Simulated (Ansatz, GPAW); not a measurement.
# Ballistic transport through a Na chain with CO on top of one atom, from relaxation to T(E), part 3 of 3

Aim: the conductance of a Na chain with CO on top of one atom after relaxation, and whether geometry, basis or functional moves it most.

GPAW 26.7.0 and Ansatz 0.2.0; Ansatz plane waves; relaxation of the junction with the lead ends held (the session's first sound run).

So far, transmission at the Fermi level (one spin): step 3 (plane-wave reference (PBE)) 0.983; step 5 (GPAW, szp: basis = "szp(dzp)", PBE, GPAW) 0.973; step 6 (GPAW, sz: basis = "sz(dzp)", PBE, GPAW) 0.969; step 7 (LDA in the dzp basis: xc = "LDA") 0.979; step 8 (without the relaxation: geometry = "as built", PBE, GPAW) 0.0177. Also open channels of the lead at the Fermi level (one spin): 1 in steps 3, 4 and 7.

## Step 11: A varied run

One more run, with changed settings.

This step: GPAW LCAO, PAW setups; Landauer transmission from Green's functions with principal layers (ASE), zero bias (GPAW 26.7.0).

File run.py:

```python
import json
import numpy as np
from ase import Atoms
from ase.transport.calculators import TransportCalculator
from gpaw import GPAW, FermiDirac
from gpaw.lcao.tools import get_lcao_hamiltonian
from scipy.linalg import eigh

# The junction with lead layers at both ends, along the third cell vector
device = Atoms(
    ['Na', 'Na', 'Na', 'Na', 'Na', 'Na', 'Na', 'Na', 'C', 'O', 'Na', 'Na', 'Na', 'Na', 'Na', 'Na', 'Na'],
    positions=[
        [4.50000, 4.50000, 1.65000],
        [4.50000, 4.50000, 4.95000],
        [4.50000, 4.50000, 8.25000],
        [4.50000, 4.50000, 11.55000],
        [4.50000, 4.50000, 14.85000],
        [4.60667, 4.46149, 18.53384],
        [4.00689, 4.64812, 22.12010],
        [6.07677, 3.86969, 24.78931],
        [8.41665, 3.82241, 26.02281],
        [9.19640, 4.16019, 26.79099],
        [3.88315, 4.56124, 27.39104],
        [4.61321, 4.41359, 30.95580],
        [4.50000, 4.50000, 34.65000],
        [4.50000, 4.50000, 37.95000],
        [4.50000, 4.50000, 41.25000],
        [4.50000, 4.50000, 44.55000],
        [4.50000, 4.50000, 47.85000]],
    cell=[[9.0, 0.0, 0.0], [0.0, 9.0, 0.0], [0.0, 0.0, 49.5]],
    pbc=True)

# One principal layer of the lead: the first 4 atoms of the device
lead = Atoms(
    ['Na', 'Na', 'Na', 'Na'],
    positions=[
        [4.50000, 4.50000, 1.65000],
        [4.50000, 4.50000, 4.95000],
        [4.50000, 4.50000, 8.25000],
        [4.50000, 4.50000, 11.55000]],
    cell=[[9.0, 0.0, 0.0], [0.0, 9.0, 0.0], [0.0, 0.0, 13.2]],
    pbc=True)

settings = dict(mode='lcao', basis='dzp', xc='PBE', h=0.18,
                occupations=FermiDirac(0.1), maxiter=100,
                mixer=dict(beta=0.1, nmaxold=8, weight=100.0),
                convergence=dict(density=0.0001))
energies = np.arange(-2, 2 + 1e-9, 0.025)
eta = 0.0001
n1, n2 = 1, 1
# k and -k transmit alike, so half of the mesh across the current serves
mesh = [(i, j) for i in range(n1) for j in range(n2) if (i, j) <= (-i % n1, -j % n2)]
weights = np.array([1 if (i, j) == (-i % n1, -j % n2) else 2 for i, j in mesh]) / (n1 * n2)


def ground_state(atoms, size, txt):
    atoms.calc = GPAW(kpts={'size': size, 'gamma': True}, symmetry={'tolerance': 1e-3}, txt=txt, **settings)
    atoms.get_potential_energy()
    return atoms.calc.get_fermi_level()


def blocks(atoms, fermi, points, nz, cells):
    """H - E_F S and S between cell 0 and the cells above it, at each point across the current."""
    kz = np.arange(nz) / nz
    calc = atoms.calc.fixed_density(kpts=[(*k, z) for k in points for z in kz], symmetry='off', txt=None)
    H, S = get_lcao_hamiltonian(calc)
    H = (H - fermi * S).reshape(len(H), len(points), nz, *S.shape[1:])
    S = S.reshape(H.shape[1:])
    phases = [np.exp(-2j * np.pi * kz * R) / nz for R in cells]
    return [(np.einsum('skzij,z->ksij', H, p), np.einsum('kzij,z->kij', S, p)) for p in phases]


def pair(a, b):
    return np.block([[a, b], [b.T.conj(), a]])


def count_channels(h, s, cells, nk=240):
    """Half the number of times that the lead's bands cross each energy, unfolded to its shortest repeat."""
    b = len(h) // cells
    bands = []
    for k in (np.arange(nk + 1) + 0.5) / nk:
        hk, sk = h[:b, :b].copy(), s[:b, :b].copy()
        for R in range(1, cells):
            phase, block = np.exp(2j * np.pi * k * R), slice(R * b, (R + 1) * b)
            hk += h[:b, block] * phase + (h[:b, block] * phase).T.conj()
            sk += s[:b, block] * phase + (s[:b, block] * phase).T.conj()
        w, u = eigh(sk)
        x = u[:, w > 1e-5] / w[w > 1e-5]**0.5  # drop near-dependent combinations
        bands.append(np.r_[eigh(x.T.conj() @ hk @ x, eigvals_only=True), [1e9] * (w <= 1e-5).sum()])
    below = np.array(bands)[:, :, None] < energies
    return (below[1:] != below[:-1]).sum((0, 1)) / 2


fermi_lead = ground_state(lead, (1, 1, 1), 'lead.txt')
fermi_device = ground_state(device, (1, 1, 2), 'device.txt')
T, channels, eigen, tail, misfit, shifts = [], [], [], 0.0, 0.0, []
for first in range(0, len(mesh), 384):
    points = [(i / n1, j / n2) for i, j in mesh[first:first + 384]]
    (H0k, S0k), (H1k, S1k), (H2k, _) = blocks(lead, fermi_lead, points, 5, range(3))
    [(Hk, Sk)] = blocks(device, fermi_device, points, 2, [0])
    tail = max(tail, abs(H2k).max())
    for H0, S0, H1, S1, H, S in zip(H0k, S0k, H1k, S1k, Hk, Sk):
        n = len(S0)
        # Shift the lead onto the potential of the device's first layer
        shift = ((H[:, 0, 0] - H0[:, 0, 0]) / S0[0, 0]).real.mean()
        shifts.append(shift)
        misfit = max(misfit, abs(H[:, :n, :n] - H0 - shift * S0).max())
        Tk, Ck, Ek = [], [], []
        for s in range(len(H)):
            t = s % len(H0)  # a lead without moments serves both spins
            h1, s1 = pair(H0[t] + shift * S0, H1[t] + shift * S1), pair(S0, S1)
            leads = dict(h1=h1, s1=s1, energies=energies, eta=eta, eta1=eta, eta2=eta)
            calc = TransportCalculator(h=H[s], s=S, eigenchannels=3, **leads)
            Tk.append(calc.get_transmission())
            Ek.append(np.sort(calc.eigenchannels_ne, axis=0)[::-1])
            Ck.append(count_channels(h1, s1, 8))
        T.append(Tk)
        channels.append(Ck)
        eigen.append(Ek)
T, channels = np.array(T), np.array(channels)
mean, open_channels = np.einsum('kse,k->se', T, weights), np.einsum('kse,k->se', channels, weights)

print(f'basis functions: device {len(S)}, principal layer {n}')
print(f'Fermi level: lead {fermi_lead:.4f} eV, device {fermi_device:.4f} eV; lead shifted by {np.mean(shifts):.4f} eV')
print(f'largest coupling past the next layer {tail:.2e} eV, largest misfit of the first layer {misfit:.3f} eV')
print('  E-E_F (eV)   ' + 'T (one spin)  channels')
for e, t, c in zip(energies, mean.T, open_channels.T):
    print(f'{e:10.3f}  ', *[f'{x:11.4e}' for x in t], *[f'{x:9.4f}' for x in c])

kT = 8.617333e-5 * 300
fine = np.linspace(energies[0], energies[-1], 4001)
both = np.exp(np.interp(fine, energies, np.log(np.maximum(mean.sum(0) * 2 / len(mean), 1e-30))))
fermi = lambda mu: 1 / (1 + np.exp(np.clip((fine - mu) / kT, -200, 200)))
slope = fermi(0) * (1 - fermi(0)) / kT
G = np.trapezoid(both * slope, fine) / 2
seebeck = -np.trapezoid(both * slope * fine, fine) / (2 * G * 300) * 1e6
print(f'conductance at 300 K: {G:.5g} G0 a cell; thermopower {seebeck:.4g} uV/K')
bias = [0.1, 0.2, 0.5, 1.0, 1.5, 2.0]
current = [38.74 * np.trapezoid(both * (fermi(V / 2) - fermi(-V / 2)), fine) for V in bias]
for V, I in zip(bias, current):
    print(f'current from the zero-bias T(E) at {V} V: {I:.5g} uA')
zero = abs(energies).argmin()
json.dump(dict(energies=energies.tolist(), T=mean.tolist(), channels=open_channels.tolist(), G=G, seebeck=seebeck,
               bias=bias, current=current, tail=tail, misfit=misfit, shift=np.mean(shifts), n_device=len(S), n_lead=n,
               fermi=[fermi_lead, fermi_device], energy=device.get_potential_energy(),
               moments=device.get_magnetic_moments().tolist(), mesh=mesh, weights=weights.tolist(),
               T_k=T[:, :, zero].tolist(), eigen=np.array(eigen[0]).tolist()), open('result.json', 'w'))
```

Run with:

```console
OMP_NUM_THREADS=1 OPENBLAS_NUM_THREADS=1 python run.py
```

It took 3.8 min on 1 thread of Intel Xeon Platinum 8488C (Sapphire Rapids), shared host; peak memory 2.6 GiB.

The run finished. A setting was moved off its sound value on purpose, so it serves as a test and not as the result.

The fault put into the input: one k-point along the lead (lead_nz = 1).

Side by side:

| quantity | this run | sound run | difference |
| --- | --- | --- | --- |
| conductance (G₀) | 0.97990 | 0.98018 | -2.8e-4 |
| largest coupling past the next principal layer (eV) | 4.178e-12 | 4.162e-12 | 1.7e-14 |
| largest misfit of the first principal layer (eV) | 0.064936 | 0.023502 | 0.0414 |
| shift that aligns the lead (eV) | -0.0086921 | -0.0010637 | -0.00763 |
| transmission at the Fermi level (one spin) | 0.98106 | 0.98142 | -3.6e-4 |

The two runs differ clearly in the largest misfit of the first principal layer: 0.0649 eV against 0.0235 eV.

## Step 12: Outcome

- conductance: 0.980 G₀
- transmission at the Fermi level, mean of the spins: 0.981
- thermopower: about 0 (under 1.5 μV/K)
- open channels of the lead there: 1

**Reading.** In the dzp basis the junction conducts 0.980 G₀ at 300 K, with T = 0.981 a spin at the Fermi level; the sz basis reaches that conductance within 10 %. Relaxation moved atoms by up to 2.6 Å and took the conductance from 0.0177 to 0.980 G₀, as a ratio a larger change than the step from dzp to the minimal basis. Plane waves (PBE) give T = 0.983 there. The junction passes nearly all that the lead offers at the Fermi level. At the Fermi level one eigenchannel carries the current (0.98). Measured against the first run (pw-pbe), the nearest curve is that of dzp-LDA (r.m.s. 0.12) and the farthest that of asbuilt (0.54). Over the compared runs wall time goes from 97 s (pw-pbe) to 244 s (dzp), on a shared host; the plane-wave run used 4 threads and the orbital runs 1. Moves of this size go well beyond a change of bond lengths: the free chain atoms or the scatterer took up a new arrangement, and the name in the title describes the start. The leads kept an estimated spacing and the cell its length, so the junction may be under some tension or compression. The run had no spin polarisation, so a magnetic state, which chains and small molecules with open shells often have, wasn't tested. An evenly spaced straight chain is an idealisation: free chains tend to dimerise, zigzag or, where a band edge lies near the Fermi level, turn magnetic. The currents use the zero-bias T(E) throughout, which holds only while the bias is small against the distance to the nearest feature.

[Logs are printed without paths, hosts, clocks, repeated set-up lines and the standing remarks that a program may print on its own settings, such as how far it seeks lower states.]

[Hosts, paths, dates, database ids (printed as entryN), source tags and the programs' standing remarks are cut or masked in the printed files.]
